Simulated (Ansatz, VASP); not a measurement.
# CdS in VASP and in Ansatz

```
CELL_PARAMETERS angstrom
0.00000 2.93921 2.93921
2.93921 0.00000 2.93921
2.93921 2.93921 0.00000
ATOMIC_POSITIONS crystal
Cd 0.00000 0.00000 0.00000
S 0.25000 0.25000 0.25000
```

The cell was built by a generator and needn't be a form met in nature.

Alike in both runs: task single point; functional r2SCAN; k mesh 8 × 8 × 8; no spin polarisation.

```csv
,VASP,Ansatz
version,VASP 6.6.1,Ansatz 0.2.0
potentials or method,"VASP PAW PBE potentials, release 64 (Cd, S)","plane waves, PAW"
plane-wave cutoff (eV),520,500
occupations,"gaussian, width 0.01 eV",fixed
valence electrons in the cell,18,26
```

VASP gave:

| Property | Result |
| --- | --- |
| gap on the k mesh at the Fermi level (eV) | 1.54 |
| pressure (GPa) | 0.3 |

**Question.** Which values does Ansatz return?

**Answer.** gap on the k mesh at the Fermi level (eV): 1.54; pressure (GPa): 0.0.

The two sets of potentials don't hold the same shells in valence.

Caveats: the PAW data sets were made with another functional, which shifts forces and pressure a little (VASP). r2SCAN opens gaps a little over a GGA but as a rule still falls short of measured ones.
